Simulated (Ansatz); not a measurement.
## linear Te chain: one chain at several levels of theory

How many channels does the linear Te chain carry, and how sure is the answer?

Calculated with Ansatz 0.2.0; DFT PBE, plane waves, PAW; relaxation of a chain's period, in the first sound run; inputs show where later runs differ.

**1. The structure**

The cell holds 1 atom: 1 Te. Its edges and angles: a = 7.500 Å, b = 7.500 Å, c = 2.567 Å, α = 90.0°, β = 90.0°, γ = 90.0°. Vacuum lies along a and b. The structure's axis is c.

**2. Relaxing the period, level PBE, cutoff 420 eV**

Band widths follow the bond lengths, so the chain is relaxed first. The atoms and the third cell vector are free; the box across stays fixed as vacuum. Moments are seeded so that a magnetic state can form if it lies lower. A Fermi-Dirac smearing is set since the result may be a metal. The pressure printed is a third of the stress's trace over the whole box, vacuum included; only the stress along the axis is relaxed.

Input file input.yaml:

```yaml
crystal:
  lattice:
    - [7.5, 0.0, 0.0]
    - [0.0, 7.5, 0.0]
    - [0.0, 0.0, 2.5668]
  atoms:
    - { symbol: Te, position: [0.5, 0.5, 0.0], spin: 0.3 }
magnetization:
  spin_polarized: true
kpoints:
  mp_grid: { grid: [1, 1, 32] }
scf:
  occupations: { method: fermi_dirac, width: 0.05 }
hamiltonian:
  xc: pbe
relax:
  cell: { fix: [a, b, alpha, beta, gamma] }
  max_steps: 60
```

Run with:

```sh
$ ansatz run input.yaml --threads 4 --pin off --max-ram 8192MiB --backend cpu --events-out ev --progress --plain --runs-dir out
```

Numbers of over 12 decimals in the logs are rounded to 6 here.

The log of the run:

```text
Engine: ansatz 0.2.0, aarch64-unknown-linux-gnu
Pseudopotentials: kind: paw
Pseudopotential: Te, paw, valence charge 16, recommended cutoff 420 eV (normal), Te.paw.azcp
Functional definition: PBE
  parameter kappa = 0.804
  parameter beta = 0.066725
  exchange = pbe_x(kappa = kappa, mu = beta*pi^2/3)
  correlation = pbe_c(beta = beta)
Crystal: 1 atoms, lattice volume = 144.383 Å³
Basis set: ecut = 420 eV, 2849 PW (Γ), exchange–correlation on 108×108×36 points (8 copies of the dense FFT grid, shifted against one another)
Bands: 13, of which v1, the nominal top of the filled ones, is band 8 counted from 1 (7 counted from 0)
Symmetry: 16 space group operations
Space group: P4/mmm (ITA 123), of the structure as read, at distance tolerance 5.2e-5 Å
Magnetic group: BNS 123.339 (UNI 999), of the structure as read, at distance tolerance 5.2e-5 Å
k-points: 17 of 32
Non-local potential: Te, projectors of the file, l = 0: 2, l = 1: 2, l = 2: 2, l = 3: 2
PAW form: soft (Blöchl's): semilocal exchange-correlation on the pseudo side does not see the compensation charge
PAW one-centre angular grid: Te, 590 points (default); XC on 64 Gauss nodes
Initial density: superposition of atomic densities (neutral atoms: chi_scale 0, normalization atom)
Starting moments: Σ|m| = 0.3 μB on 1 of 1 site
Initial wavefunctions: pseudopotential atomic-orbital guess
Functional: x = pbe(κ = 0.804, μ = 0.219515), c = pbe(β = 0.066725)
iter 1 solved again at ethr=1.43e-4 eV; its pass at ethr=3.10e-3 eV (dr2=2.30e-2 eV) is discarded
SCF iter   1: F=—  HF=-6979.100766 eV  |F-HF|=—  |Δ(HF+E_count)|=         —  Δρ=6.98e-3 (↑6.98e-3 ↓6.68e-3)  dr2=2.56e-2  dr2_m=5.82e-2  M=0.039 μB ∫|m|=0.039 μB  β_m=0.30  ethr=1.43e-4  ⟨swp⟩=1.6  Hψ=3747  notcnv=0
preconditioner: auto → Resta (q_TF=auto, 1.891 Å⁻¹)  ε∞=1.5  [insulator: Δε(μ)=0.305 eV  Ē_g=9.624 eV  σ=0.050 eV  W_gap=0.59  n_scr=20 (ndim 8)  ℏωp=7.0 eV  f_vac=0.655  D(μ)=0.84/eV (n_scr^D=4)  ε∞_Penn≈1.5  vacuum switching on, ρ_ref=6.7e-3 e/Å³]
spin=Collinear: Resta preconditioning applied to the charge; magnetization (m = ρ↑ − ρ↓) channel mixes plain (no charge-response kernel on spin).
SCF iter   2: F=—  HF=-6979.100862 eV  |F-HF|=—  |Δ(HF+E_count)|=   9.60e-5  Δρ=4.96e-3 (↑4.96e-3 ↓4.68e-3)  dr2=1.18e-2  dr2_m=2.90e-2  M=0.033 μB ∫|m|=0.033 μB  β_m=0.30  ethr=1.43e-4  ⟨swp⟩=2.0  Hψ=542  notcnv=0
SCF iter   3: F=—  HF=-6979.100476 eV  |F-HF|=—  |Δ(HF+E_count)|=   3.87e-4  Δρ=3.39e-3 (↑3.39e-3 ↓3.24e-3)  dr2=4.40e-4  dr2_m=1.45e-2  M=0.028 μB ∫|m|=0.028 μB  β_m=0.30  ethr=7.35e-5  ⟨swp⟩=2.3  Hψ=725  notcnv=0
SCF iter   4: F=—  HF=-6979.101673 eV  |F-HF|=—  |Δ(HF+E_count)|=   1.20e-3  Δρ=2.37e-3 (↑2.37e-3 ↓2.32e-3)  dr2=1.20e-4  dr2_m=7.26e-3  M=0.023 μB ∫|m|=0.023 μB  β_m=0.30  ethr=2.75e-6  ⟨swp⟩=2.1  Hψ=542  notcnv=0
SCF iter   5: F=—  HF=-6979.102360 eV  |F-HF|=—  |Δ(HF+E_count)|=   6.86e-4  Δρ=1.68e-3 (↑1.64e-3 ↓1.68e-3)  dr2=3.93e-6  dr2_m=3.65e-3  M=0.019 μB ∫|m|=0.019 μB  β_m=0.30  ethr=7.51e-7  ⟨swp⟩=1.9  Hψ=665  notcnv=0
SCF iter   6: F=—  HF=-6979.102724 eV  |F-HF|=—  |Δ(HF+E_count)|=   3.64e-4  Δρ=1.18e-3 (↑1.17e-3 ↓1.18e-3)  dr2=2.98e-7  dr2_m=1.84e-3  M=0.016 μB ∫|m|=0.016 μB  β_m=0.30  ethr=2.46e-8  ⟨swp⟩=2.4  Hψ=687  notcnv=0
SCF iter   7: F=—  HF=-6979.102919 eV  |F-HF|=—  |Δ(HF+E_count)|=   1.96e-4  Δρ=8.39e-4 (↑8.39e-4 ↓8.38e-4)  dr2=5.98e-8  dr2_m=9.30e-4  M=0.013 μB ∫|m|=0.013 μB  β_m=0.30  ethr=1.86e-9  ⟨swp⟩=2.5  Hψ=684  notcnv=0
Mixer restart at iter 7: flushing history
spin-set hold released at iteration 7 (site moments contracting): the magnetisation degrees of freedom join the quasi-Newton model from the next iteration; the mixer history was flushed
SCF iter   8: F=—  HF=-6979.103027 eV  |F-HF|=—  |Δ(HF+E_count)|=   1.08e-4  Δρ=5.98e-4 (↑5.98e-4 ↓5.98e-4)  dr2=2.98e-8  dr2_m=4.73e-4  M=0.011 μB ∫|m|=0.011 μB  β_m=0.65  ethr=3.74e-10  ⟨swp⟩=3.0  Hψ=816  notcnv=0
SCF iter   9: F=—  HF=-6979.103170 eV  |F-HF|=—  |Δ(HF+E_count)|=   1.43e-4  Δρ=4.30e-5 (↑4.30e-5 ↓4.30e-5)  dr2=7.15e-10  dr2_m=2.45e-6  M=0.003 μB ∫|m|=0.003 μB  β_m=0.82  ethr=1.87e-10  ⟨swp⟩=4.0  Hψ=922  notcnv=0
SCF iter  10: F=—  HF=-6979.103188 eV  |F-HF|=—  |Δ(HF+E_count)|=   1.73e-5  Δρ=2.13e-5 (↑2.13e-5 ↓2.12e-5)  dr2=3.88e-11  dr2_m=5.98e-7  M=0.002 μB ∫|m|=0.002 μB  β_m=0.91  ethr=4.47e-12  ⟨swp⟩=4.9  Hψ=1379  notcnv=0
SCF iter  11: F=—  HF=-6979.103190 eV  |F-HF|=—  |Δ(HF+E_count)|=   2.07e-6  Δρ=1.46e-6 (↑1.40e-6 ↓1.46e-6)  dr2=4.93e-11  dr2_m=2.70e-9  M=0.000 μB ∫|m|=0.000 μB  β_m=0.96  ethr=1.00e-12  ⟨swp⟩=5.0  Hψ=1385  notcnv=0
SCF iter  12: F=-6979.103190 eV  HF=-6979.103190 eV  |F-HF|=2.55e-11  |Δ(HF+E_count)|=   1.09e-8  Δρ=1.32e-7 (↑1.32e-7 ↓1.28e-7)  dr2=3.95e-11  dr2_m=1.44e-11  M=0.000 μB ∫|m|=0.000 μB  ethr=1.00e-12  ⟨swp⟩=4.0  Hψ=1199  notcnv=0
WARN: the starting moments were not kept: the SCF closed with an absolute magnetisation of 5.2e-6 μB, where they sum to 0.3 μB in size (1 site). That is at most 0.1 of that sum. Measured as dr2_m measures the in/out step, that magnetisation stands 3.4e-12 eV from none, at or under the dr2_threshold of 1.0e-7 eV: it is no larger than a step whose dr2_m would equal this threshold. The system may hold no moment; this SC [...]
SCF 1 converged in 12 iterations: F = -6979.103190 eV  dr2 = 3.95e-11
  greatest PAW one-centre occupation: 0.998 electrons in one spin orbital (limit 2), on the Te atom at site 0 (counted from 0), in its partial waves of l = 2
relax step   1: F+E_penalty+E_count = -6979.10318964 eV  Δ(F+E_penalty+E_count) = +0.000e0 eV  max|allowed force component| = 0.000e0 eV/Å  Δτ_max = 0.0000 Å  P = +2.470 GPa  Ω = 144.383 Å³  fix = [a, b, alpha, beta, gamma]  reactions: a +0.160, b +0.160 GPa  (12 SCF iters, dr2 threshold 1.00e-7 eV, accepted)
Crystal: 1 atoms, lattice volume = 151.421 Å³
Basis set: ecut = 420 eV, 3017 PW (Γ), exchange–correlation on 108×108×36 points (8 copies of the dense FFT grid, shifted against one another)
Initial density: handed on by an earlier stage of this run
Starting moments: Σ|m| = 0.3 μB on 1 of 1 site; this step starts from the density that it was given
Initial wavefunctions: those handed on with the density
iter 1 solved again at ethr=5.26e-5 eV; its pass at ethr=3.10e-3 eV (dr2=8.42e-3 eV) is discarded
SCF iter   1: F=—  HF=-6979.292164 eV  |F-HF|=—  |Δ(HF+E_count)|=         —  Δρ=9.85e-4 (↑7.13e-4 ↓9.85e-4)  dr2=8.82e-3  dr2_m=1.01e-4  M=-0.001 μB ∫|m|=0.002 μB  β_m=0.30  ethr=5.26e-5  ⟨swp⟩=1.9  Hψ=3616  notcnv=0
[...]
iter 5 did not close the SCF: its close was put off for a magnetic moment that had not settled (scf_convergence_deferred on its scf_iter line)
SCF iter   5: F=-6979.304686 eV  HF=-6979.304686 eV  |F-HF|=4.37e-9  |Δ(HF+E_count)|=   1.63e-7  Δρ=1.31e-6 (↑1.31e-6 ↓9.02e-7)  dr2=8.69e-9  dr2_m=7.81e-10  M=-0.000 μB ∫|m|=0.000 μB  β_m=0.77  ethr=5.24e-10  ⟨swp⟩=2.5  Hψ=1489  notcnv=0
iter 6 did not close the SCF: its close was put off for a magnetic moment that had not settled (scf_convergence_deferred on its scf_iter line)
SCF iter   6: F=-6979.304686 eV  HF=-6979.304686 eV  |F-HF|=1.58e-10  |Δ(HF+E_count)|=   1.55e-9  Δρ=3.05e-7 (↑3.05e-7 ↓2.50e-7)  dr2=4.74e-11  dr2_m=9.85e-11  M=-0.000 μB ∫|m|=0.000 μB  β_m=0.88  ethr=5.43e-11  ⟨swp⟩=2.0  Hψ=1369  notcnv=0
SCF iter   7: F=-6979.304686 eV  HF=-6979.304686 eV  |F-HF|=1.73e-11  |Δ(HF+E_count)|=  2.80e-10  Δρ=8.96e-8 (↑7.06e-8 ↓8.96e-8)  dr2=1.28e-12  dr2_m=8.70e-12  M=-0.000 μB ∫|m|=0.000 μB  ethr=1.00e-12  ⟨swp⟩=1.0  Hψ=1177  notcnv=0
the starting moments were not kept: the SCF closed with an absolute magnetisation of 7.6e-6 μB, where they sum to 0.3 μB in size (1 site). That is at most 0.1 of that sum. Measured as dr2_m measures the in/out step, that magnetisation stands 8.1e-12 eV from none, at or under the dr2_threshold of 1.0e-7 eV: it is no larger than a step whose dr2_m would equal this threshold.
SCF 3 converged in 7 iterations: F = -6979.304686 eV  dr2 = 1.28e-12
relax step   3: F+E_penalty+E_count = -6979.30468618 eV  Δ(F+E_penalty+E_count) = -1.618e-2 eV  max|allowed force component| = 0.000e0 eV/Å  Δτ_max = 0.0000 Å  P = +0.279 GPa  Ω = 153.754 Å³  energy of the carried Pulay correction = -3.881e-4 eV  fix = [a, b, alpha, beta, gamma]  reactions: a +0.163, b +0.163 GPa  (7 SCF iters, dr2 threshold 1.00e-7 eV, accepted)
[...]
relax step   4: F+E_penalty+E_count = -6979.30642268 eV  Δ(F+E_penalty+E_count) = -1.737e-3 eV  max|allowed force component| = 0.000e0 eV/Å  Δτ_max = 0.0000 Å  P = +0.118 GPa  Ω = 154.829 Å³  energy of the carried Pulay correction = -4.315e-4 eV  fix = [a, b, alpha, beta, gamma]  reactions: a +0.163, b +0.163 GPa  (7 SCF iters, dr2 threshold 1.00e-7 eV, accepted)
Basis set: ecut = 420 eV, 3089 PW (Γ), exchange–correlation on 108×108×40 points (8 copies of the dense FFT grid, shifted against one another)
Initial wavefunctions: pseudopotential atomic-orbital guess (no wavefunctions were taken with the density)
iter 1 solved again at ethr=9.52e-7 eV; its pass at ethr=3.10e-3 eV (dr2=1.52e-4 eV) is discarded
SCF iter   1: F=—  HF=-6979.305131 eV  |F-HF|=—  |Δ(HF+E_count)|=         —  Δρ=7.91e-5 (↑7.91e-5 ↓7.91e-5)  dr2=1.04e-6  dr2_m=2.64e-12  M=-0.000 μB ∫|m|=0.000 μB  β_m=0.30  ethr=9.52e-7  ⟨swp⟩=3.1  Hψ=4196  notcnv=0
preconditioner: auto → none  [insulator: Δε(μ)=0.204 eV  Ē_g=10.476 eV  σ=0.050 eV  W_gap=0.68  n_scr=12 (ndim 8)  ℏωp=7.3 eV  f_vac=0.663  D(μ)=1.15/eV (n_scr^D=4)  ε∞_Penn≈1.5]
SCF iter   2: F=—  HF=-6979.306071 eV  |F-HF|=—  |Δ(HF+E_count)|=   9.40e-4  Δρ=5.53e-5 (↑5.53e-5 ↓5.53e-5)  dr2=4.71e-7  dr2_m=1.87e-12  M=-0.000 μB ∫|m|=0.000 μB  β_m=0.57  ethr=6.50e-9  ⟨swp⟩=3.0  Hψ=748  notcnv=0
SCF iter   3: F=—  HF=-6979.306760 eV  |F-HF|=—  |Δ(HF+E_count)|=   6.89e-4  Δρ=6.16e-6 (↑6.16e-6 ↓6.16e-6)  dr2=1.41e-8  dr2_m=4.85e-13  M=-0.000 μB ∫|m|=0.000 μB  β_m=0.61  ethr=2.94e-9  ⟨swp⟩=2.2  Hψ=870  notcnv=0
SCF iter   4: F=—  HF=-6979.306766 eV  |F-HF|=—  |Δ(HF+E_count)|=   6.56e-6  Δρ=1.22e-6 (↑1.22e-6 ↓1.22e-6)  dr2=8.18e-10  dr2_m=2.11e-13  M=-0.000 μB ∫|m|=0.000 μB  β_m=0.66  ethr=8.79e-11  ⟨swp⟩=3.1  Hψ=804  notcnv=0
SCF iter   5: F=—  HF=-6979.306796 eV  |F-HF|=—  |Δ(HF+E_count)|=   3.01e-5  Δρ=2.04e-7 (↑1.97e-7 ↓2.04e-7)  dr2=5.96e-10  dr2_m=7.67e-14  M=-0.000 μB ∫|m|=0.000 μB  β_m=0.83  ethr=5.11e-12  ⟨swp⟩=3.2  Hψ=688  notcnv=0
SCF iter   6: F=—  HF=-6979.306796 eV  |F-HF|=—  |Δ(HF+E_count)|=   1.71e-8  Δρ=2.04e-7 (↑2.04e-7 ↓2.04e-7)  dr2=1.16e-9  dr2_m=9.34e-17  M=-0.000 μB ∫|m|=0.000 μB  β_m=0.65  ethr=3.73e-12  ⟨swp⟩=2.7  Hψ=591  notcnv=0
SCF iter   7: F=—  HF=-6979.306796 eV  |F-HF|=—  |Δ(HF+E_count)|=   1.73e-9  Δρ=7.11e-8 (↑7.11e-8 ↓6.95e-8)  dr2=1.34e-10  dr2_m=3.36e-15  M=-0.000 μB ∫|m|=0.000 μB  β_m=0.79  ethr=3.73e-12  ⟨swp⟩=2.0  Hψ=544  notcnv=0
SCF iter   8: F=-6979.306796 eV  HF=-6979.306796 eV  |F-HF|=3.64e-12  |Δ(HF+E_count)|=  1.11e-10  Δρ=1.64e-8 (↑1.64e-8 ↓1.47e-8)  dr2=5.99e-12  dr2_m=2.77e-15  M=-0.000 μB ∫|m|=0.000 μB  ethr=1.00e-12  ⟨swp⟩=5.0  Hψ=1788  notcnv=0
the starting moments were not kept: the SCF closed with an absolute magnetisation of 1.4e-7 μB, where they sum to 0.3 μB in size (1 site). That is at most 0.1 of that sum. Measured as dr2_m measures the in/out step, that magnetisation stands 3.0e-15 eV from none, at or under the dr2_threshold of 1.0e-11 eV: it is no larger than a step whose dr2_m would equal this threshold.
SCF 5 converged in 8 iterations: F = -6979.306796 eV  dr2 = 5.99e-12
relax step   5: F+E_penalty+E_count = -6979.30679614 eV  Δ(F+E_penalty+E_count) = -3.735e-4 eV  max|allowed force component| = 0.000e0 eV/Å  Δτ_max = 0.0000 Å  P = +0.117 GPa  Ω = 154.829 Å³  fix = [a, b, alpha, beta, gamma]  reactions: a +0.162, b +0.162 GPa  stress off target by 2.77e-2 GPa on what of the cell is left free  SCF on the basis re-selected at this cell (its energy is not comparable with the rows above)  (8 SCF iters)
basis re-selected at this cell: Δ(F+E_penalty+E_count) = -3.735e-4 eV, ΔP = -0.001 GPa vs the last step (what re-selecting the basis moved, of the pressure what is left beyond the Pulay correction that the steps carried, after the strain that the cell walked since its last selection, with what the two solves' SCF thresholds leave and, on support functions, any second-order correction that the steps lacked; it is no measure of the basis error at this ecutwfc). The dense FFT grid was sized anew with the basis: this SCF ran on 54×54×20 points, the steps before it on 54×54×18, so part of this shift can come from that change (see relax.cell in the input reference). [rest of the remark cut]
SCF converged after 8 iterations
Magnetization: -0.0000 μB (8.0000 up, 8.0000 down)
Absolute magnetization: 0.0000 μB (∫|ρ↑−ρ↓|, with the PAW one-centre terms)
Spin contamination: 0.0000 ħ² per cell (⟨S²⟩ above its minimum at these occupations)
Per-site moments (μB) at R_I (Å): [(-7.242876364861259e-8, 1.135416)]
Free energy (F): -6979.306796 eV
Harris-Foulkes:  -6979.306796 eV  (|F-HF|=3.64e-12)
Internal energy: -6979.297667 eV  (E = F + TS)
E sigma→0 (E₀):  -6979.302232 eV
Entropy (-TS):   -0.009129 eV (-9.129 meV/atom)
Fermi energy:    -2.186168 eV
--- Per-component energies (eV) ---
  E_band       = -431.600303
  E_kinetic    = 179.384717
  E_local      = -3171.790997  (includes V_loc(G=0)·N_el)
  E_nonlocal   = -310.261516
  E_hartree    = 1676.653073
  E_xc         = -123.077775
  E_vxc        = -102.387039  (∫ρ·V_xc dr)
  E_paw        = -4662.257691  (= ΣΔE_a)
  E_vpaw       = -379.851263  (= ΣTr[D̂ρ^β])
  E_aug_tail   = -0.000192  (compensation charges beyond the density's cutoff)
  E_ewald      = -567.947285
  E_smearing   = -0.009129  (= −TS)
  E_closure    = -0.000000  (closes the sum)
  Σ components = -6979.306796   (vs F -6979.306796, Δ=0.00e0)
--- Forces (eV/Å), atoms counted from 1 ---
  atom   1  Te     0.00000000     0.00000000     0.00000000
  max |Σ_I F_I| component: 0.00e0 eV/Å
--- Stress (GPa, compression-positive) ---
        0.161883       0.000000       0.000000
        0.000000       0.161883       0.000000
        0.000000       0.000000       0.027726
  P = ⅓ Tr σ = 0.1172 GPa (1.172 kbar)
--- Relaxed structure (4 steps of the walk, 4 accepted, 1 SCFs on fresh bases) ---
  F+E_penalty+E_count = -6979.30679614 eV   max|allowed force component| = 0.000e0 eV/Å   (the final SCF, on the basis selected at the relaxed cell)
  cell:  # Å, volume = 154.8295 Å³
    - [7.5, 0.0, 0.0]
    - [0.0, 7.5, 0.0]
    - [0.0, 0.0, 2.752524]
  atoms:
    - { symbol: Te, position: [0.5, 0.5, 0.0] }
```

Wall time 5.9 s (4 threads of Arm Neoverse V2, shared host); peak memory 0.41 GiB.

Step by step:

```csv
step,energy less that of the first step (eV),largest force component (eV/Å),pressure (GPa),volume (Å³)
1,0.0000,0.0000,2.47,144.38
2,-0.1853,0.0000,0.70,151.42
3,-0.2015,0.0000,0.28,153.75
4,-0.2032,0.0000,0.12,154.83
5*,-0.2036,0.0000,0.12,154.83
```

Relaxation steps marked * repeat the geometry before them on a plane-wave basis chosen anew for their cell, so energy and pressure can jump there.

| cell as run | before | after | change |
| --- | --- | --- | --- |
| c (Å) | 2.567 | 2.753 | +7.2 % |

Final coordinates:

```
Te
1.0
     7.50000    0.00000    0.00000
     0.00000    7.50000    0.00000
     0.00000    0.00000    2.75252
Te
1
Direct
  0.50000 0.50000 0.00000
```

This step gave:

| Item | Value |
| --- | --- |
| energy at zero smearing | -6979.3022 eV |
| cell length along the wire | 2.753 Å |

The cell's length comes to 2.753 Å with no moment.

[end of part 1 of 3]

[Logs are printed without paths, hosts, clocks, repeated set-up lines and the standing remarks that a program may print on its own settings, such as how far it seeks lower states.]

[Hosts, paths, dates, database ids (printed as entryN), source tags and the programs' standing remarks are cut or masked in the printed files.]
